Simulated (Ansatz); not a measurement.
**WS2: phonons with PBE**

The system is WS2.

```
CELL_PARAMETERS angstrom
1.57900 0.91164 6.16333
-1.57900 0.91164 6.16333
0.00000 -1.82327 6.16333
ATOMIC_POSITIONS crystal
W 0.00000 0.00000 0.00000
S 0.58100 0.58100 0.58100
S 0.75030 0.75030 0.75030
```

Measurements of this composition are mostly on another form, of space group No. 194.

```
Program             : Ansatz 0.2.0
Task                : phonons
Functional          : PBE
Potentials or basis : all-electron LAPW, scalar-relativistic
Cutoff              : 287 eV (chosen from the basis error)
Basis error allowed : 0.002 eV/atom
k mesh              : 10 × 10 × 10
Occupations         : fermi-dirac, width 0.05 eV
Spin                : no spin polarisation
```

```json
{
  "Largest force": "0.610 eV/Å",
  "Band gap on the k mesh": "1.07 eV, indirect (least direct gap 2.24 eV)",
  "Highest phonon frequency at Γ, LO-TO splitting left out": "439 cm⁻¹"
}
```

Forces in eV/Å, atoms in the order of the input:
```
W    0.000  0.000 -0.610
S    0.000  0.000  0.098
S    0.000  0.000  0.512
```

Levels at points of the mesh, in eV from the valence-band top:
```csv
k point,band 33,band 34,band 35,band 36,band 37,band 38,band 39,band 40
"(0.00, 0.00, 0.00)",-2.30,-2.30,-1.58,-1.20,2.18,2.18,2.53,2.53
"(0.00, 0.00, -0.50)",-4.17,-2.59,-1.83,-1.72,2.30,2.61,3.62,3.87
"(0.00, -0.50, -0.50)",-4.09,-3.18,-2.03,-1.55,2.26,2.72,3.22,4.36
"(-0.50, -0.50, -0.50)",-3.56,-2.27,-2.27,0.00,2.30,2.30,2.37,2.37
```

Phonon frequencies in cm⁻¹ (negative: imaginary):
```tsv
q point	frequencies
(0.000, 0.000, 0.000)	0 0 0 296 296 355 355 418 439
```

It took 27 min on 2 threads of Intel(R) Xeon(R) Processor @ 2.50GHz (Skylake/Cascade Lake) (shared host), peak memory 1.3 GiB.

Caveat: spin-orbit coupling is left out, which moves the levels of the heavy elements. A k mesh can miss the band edges.
